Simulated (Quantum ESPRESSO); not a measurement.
The system is Cd.

```
CELL_PARAMETERS angstrom
-0.02715 2.11006 2.25776
2.24631 -0.05212 2.28272
2.21275 2.10147 -0.01856
ATOMIC_POSITIONS crystal
Cd 0.00000 0.00000 0.00000
```

This isn't the form of Cd at room conditions, which is hcp.

```yaml
Program: Quantum ESPRESSO 7.5
Task: relaxation of cell and atoms
Functional: BLYP
Dispersion: D3(BJ)
Potentials_or_basis: SSSP 1.3 efficiency PBE
Cutoff: 816 eV
Density_cutoff: 6531 eV
k_mesh: 4 × 4 × 4
Occupations: fermi-dirac, width 0.2 eV
Spin: no spin polarisation
```

At the start: pressure -0.5 GPa; volume 21.79 Å³/atom.

Task: How do energy, volume and symmetry change on relaxing?

Result: Over 10 steps the energy falls by 8.0 meV/atom and the volume is 21.55 Å³/atom (-1.1 %); space group I4/mmm (No. 139, to 0.05 Å).

Step by step:
```tsv
step	energy change (eV)	largest force (eV/Å)	pressure (GPa)	volume (Å³)
1	0.0000	0.0000	-0.52	21.79
2	-0.0024	0.0000	-0.40	21.73
3	-0.0070	0.0000	0.19	21.47
4	-0.0071	0.0000	0.15	21.48
5	-0.0073	0.0000	0.08	21.50
6	-0.0076	0.0000	-0.06	21.55
7	-0.0078	0.0000	-0.18	21.60
8	-0.0079	0.0000	-0.20	21.61
9	-0.0080	0.0000	-0.13	21.58
10	-0.0080	0.0000	-0.04	21.55
```

Final structure:
```cif
data_structure
_symmetry_space_group_name_H-M 'P 1'
_symmetry_Int_Tables_number 1
_cell_length_a 3.1527
_cell_length_b 3.1528
_cell_length_c 3.0746
_cell_angle_alpha 60.656
_cell_angle_beta 60.626
_cell_angle_gamma 58.485
_cell_volume 21.55
loop_
_atom_site_label
_atom_site_type_symbol
_atom_site_fract_x
_atom_site_fract_y
_atom_site_fract_z
_atom_site_occupancy
Cd1 Cd 0.00000 0.00000 0.00000 1
```

Caveat: the k mesh is coarse (spacing up to 0.62 Å⁻¹), so the values aren't converged; the potentials were made for another functional, which shifts forces and pressure; pairwise dispersion overbinds metals, which lowers pressure and volume.
